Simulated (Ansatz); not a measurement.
The calculation used DFT PBE, scalar-relativistic, plane waves, PAW (Ansatz 0.2.0). All cells share a 420 eV cutoff and Γ-centred k meshes spaced at most about 0.3 Å⁻¹ (about 0.25 or finer for metals, 2π included). No spin polarisation.

Each guess is relaxed in cell and atoms at zero pressure, on a coarse mesh first where it starts far from rest and then on a converged one. The steps can't lower the symmetry of the start, but it can rise. Energies are static (0 K, no zero-point motion).

Two unrelaxed guesses for Be3S2:

A.

```yaml
crystal:
  lattice:
    - [3.25356, -3.25356, 0.00000]
    - [3.25356, 3.25356, 0.00000]
    - [-3.25356, 0.00000, 3.87840]
  atoms:
    - { symbol: Be, position: [0.00000, 0.00000, 0.00000] }
    - { symbol: Be, position: [0.99377, 0.78778, 0.57555] }
    - { symbol: Be, position: [0.21222, 0.00623, 0.42445] }
    - { symbol: S, position: [0.21222, 0.41822, 0.42445] }
    - { symbol: S, position: [0.58178, 0.78778, 0.57555] }
```

B.

```yaml
crystal:
  lattice:
    - [2.30012, 0.00000, 0.00000]
    - [0.00000, 2.30012, 0.00000]
    - [0.00000, 0.00000, 6.90035]
  atoms:
    - { symbol: Be, position: [0.00000, 0.00000, 0.66667] }
    - { symbol: Be, position: [0.00000, 0.00000, 0.00000] }
    - { symbol: Be, position: [0.00000, 0.00000, 0.33333] }
    - { symbol: S, position: [0.50000, 0.50000, 0.83333] }
    - { symbol: S, position: [0.50000, 0.50000, 0.16667] }
```

Task: Do they relax into the same structure? If not, which is lower?

Result: No. A ends lower, by 0.73 eV/atom. A: C2 at 16.4 Å³/atom → Imm2 at 16.1 Å³/atom; B: P4/mmm at 7.3 Å³/atom → P4/mmm at 12.5 Å³/atom. Counting S atoms around Be (those within 1.25 times the shortest such distance or 1.15 times the sum of covalent radii; the shortest distance is added where it is long for a bond; a slash parts the counts of unlike sites), the end of A has Be 2/3 and the end of B has Be 4/8 from 2.7 Å. End of A. Conventional cell: a = 3.377 Å, b = 7.747 Å, c = 6.144 Å. Be on a site of symmetry mm2 is surrounded by 2 S at 1.99 Å and 4 Be at 2.23 Å; around Be on a site of symmetry m lie 3 S at 2.10–2.14 Å, 2 Be at 2.23 Å and 1 Be at 2.51 Å; S is surrounded by 4 Be at 1.99–2.14 Å. End of B. Conventional cell: a = 3.053 Å, c = 6.716 Å. Around Be on a site of symmetry 4mm lie 1 Be at 2.19 Å, 4 S at 2.23 Å and 1 Be at 2.34 Å; Be on a site of symmetry 4/mmm has 2 Be at 2.19 Å and 8 S at 2.69 Å; S has 4 Be at 2.23 Å.

Cells without such a test can be saddle points. Shaken at random and relaxed again, the end of A came back.
